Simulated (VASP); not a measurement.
## BN under changes of volume

One of the cells (9.328 Å³/atom); the others are scaled copies at fixed shape and fractional positions:

```
N B
1.0
     1.25941    0.72712    3.39527
    -1.25941    0.72712    3.39527
     0.00000   -1.45424    3.39527
N B
1 1
Direct
  0.66724 0.66724 0.66724
  0.00033 0.00033 0.00033
```

The cell is a database's computed one.

* Program: VASP 6.6.1
* Functional: PBE
* Potentials or basis: VASP PAW PBE potentials, release 64 (N, B)
* Cutoff: 520 eV
* k mesh: 12 × 12 × 12
* Occupations: fermi-dirac, width 0.05 eV
* Spin: no spin polarisation

```csv
volume (Å³/atom),energy over the lowest point (meV/atom),pressure (GPa),gap on the mesh (eV),largest force (eV/Å)
8.596,42.22,20.6,4.36,0.002
8.779,22.14,14.4,4.33,0.000
8.962,8.80,8.8,4.31,0.002
9.328,0.00,-1.1,4.26,0.004
9.510,3.54,-5.4,4.23,0.006
9.693,?,?,?,?
```

**Question.** What does the run at 9.693 Å³/atom give?

**Answer.** Energy over the lowest point 11.76 meV/atom; pressure -9.3 GPa; gap on the mesh 4.20 eV; largest force 0.007 eV/Å.

Worked out: A Birch-Murnaghan fit of order 3 (a polynomial in V^(-2/3)) to the other rows has its minimum at 9.29 Å³/atom with B0 = V·E''(V) = 233 GPa and B' = 3.5 at fixed shape and positions, which overstates the stiffness. It gives 11.80 meV/atom at 9.693 Å³/atom, against the run's 11.76, and -dE/dV = -9.2 GPa, against -9.3. A straight line through the other rows of the gap, of slope -1.25 eV per unit of ln V, extrapolates to 4.21 eV, against the run's 4.20.

Energies are extrapolated to zero smearing.

A mesh can miss the band edges.
